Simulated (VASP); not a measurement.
The system is SrTe.

```xyz
2
Lattice="0.0000 3.3076 3.3076 3.3076 0.0000 3.3076 3.3076 3.3076 0.0000" Properties=species:S:1:pos:R:3 pbc="T T T"
Te    3.3076    3.3076    3.3076
Sr    0.0000    0.0000    0.0000
```

The cell was built by a generator and needn't be a form met in nature.

Base run:

```yaml
Program: VASP 6.6.1
Functional: HSE06
Potentials_or_basis: VASP PAW PBE potentials, release 64 (Te, Sr_sv)
Cutoff: 520 eV
k_mesh: 4 × 4 × 4
Occupations: gaussian, width 0.03 eV
Spin: no spin polarisation
```

Its results: band gap on the k mesh 2.40 eV, indirect (least direct gap 3.24 eV); pressure 1.4 GPa.

Problem. The run is repeated on the same cell with these changes: functional from HSE06 to PBE0. What comes out?

Solution. Band gap on the k mesh 3.05 eV, indirect (least direct gap 3.91 eV); pressure 1.3 GPa.

Caveats: the PAW data sets were made with another functional, which shifts forces and pressure a little; spin-orbit coupling is left out, which moves the levels of the heavy elements.
